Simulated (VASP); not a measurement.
A run of VASP 6.6.1 is set up as follows.

File INCAR:

```
PREC     = Accurate       # precision mode
ENCUT    = 520            # plane-wave cutoff, eV
EDIFF    = 1E-6           # SCF threshold, eV
ISMEAR   = -1             # smearing method
SIGMA    = 0.1            # smearing width, eV
LREAL    = False          # projectors in reciprocal space
LASPH    = True           # aspherical terms in the spheres
NELM     = 60             # most SCF steps
ALGO     = Normal         # electronic algorithm
ISIF     = 2              # what is computed and relaxed
LWAVE    = False          # write WAVECAR
LCHARG   = True           # write CHGCAR
GGA      = PE             # functional
LELF     = True           # ELF
LVHAR    = True         
NBANDS   = 17             # bands
```

The input KPOINTS:

```
Automatic mesh
0
Gamma
  5 5 5
  0.5 0.5 0.5
```

The input POSCAR:

```
TlBr
1.0
    3.8991210000      0.0000000000      0.0000000000
    0.0000000000      3.8991210000      0.0000000000
    0.0000000000      0.0000000000      3.8991210000
Tl Br
1 1
Direct
    0.0000000000      0.0000000000      0.0000000000
    0.5000000000      0.5000000000      0.5000000000
```

Potentials or basis: VASP PAW PBE potentials, release 64 (Tl_d, Br).

Run with:

```sh
$ cat potpaw_PBE.64/Tl_d/POTCAR potpaw_PBE.64/Br/POTCAR > POTCAR
$ mpirun -np 1 vasp_std > vasp.out
```

Question: Predict the band gap on the k mesh.

Answer: 2.27 eV, indirect (least direct gap 2.82 eV).

Question: What does it give for the pressure?

Answer: 3.0 GPa.

Caveat: spin-orbit coupling is left out, which as a rule narrows the gap of such compounds by several tenths of an eV. PBE gaps usually lie below the measured ones, often by a third to a half.
